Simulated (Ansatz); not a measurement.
# Sb: pressure against volume, fitted

```xyz
2
Lattice="2.1506 1.2416 3.7440 -2.1506 1.2416 3.7440 0.0000 -2.4833 3.7440" Properties=species:S:1:pos:R:3 pbc="T T T"
Sb    0.0000    0.0000    2.6242
Sb    0.0000    0.0000    8.6078
```

Atoms are numbered in the order listed.

Conventional cell: a = 4.301 Å, b = 4.301 Å, c = 11.232 Å, α = 90.00°, β = 90.00°, γ = 120.00°. Sb (atom 1) has 3 Sb at 2.90 Å as nearest neighbours.

Structure: COD 9009654, as refined from experiment and not relaxed.

No spin–orbit coupling, which matters for the heavy atoms here.

These are results of DFT, PBE, all-electron LAPW, scalar-relativistic (Ansatz 0.2.0), not measurements.

Sampling and basis: a Γ-centred 9×9×9 k mesh, Fermi–Dirac smearing of 0.05 eV, basis error target 0.5 meV/atom, no spin polarisation.

The cell is scaled evenly. Fractional coordinates are held (clamped ions).

```csv
V (Å³/atom),P (GPa)
28.193,7.62
28.793,5.97
29.243,4.84
29.393,4.48
29.693,3.79
29.993,3.13
30.293,2.51
30.593,1.91
30.743,1.63
31.192,0.81
31.492,0.30
31.792,-0.18
```

(1) Fit a third-order Birch–Murnaghan curve to the pressures.

(2) Predict the pressure at the withheld volume, 28.493 Å³/atom.

Results:

(1) P = (3B0/2)(y^(7/2) − y^(5/2))[1 + (3/4)(B0′ − 4)(y − 1)] with y = (V0/V)^(2/3) fits within 0.01 GPa for V0 = 31.677 Å³/atom, B0 = 51.0 GPa and B0′ = 4.25.

(2) There y = 1.0732, so the fit gives 6.77 GPa; the run gave 6.78 GPa.
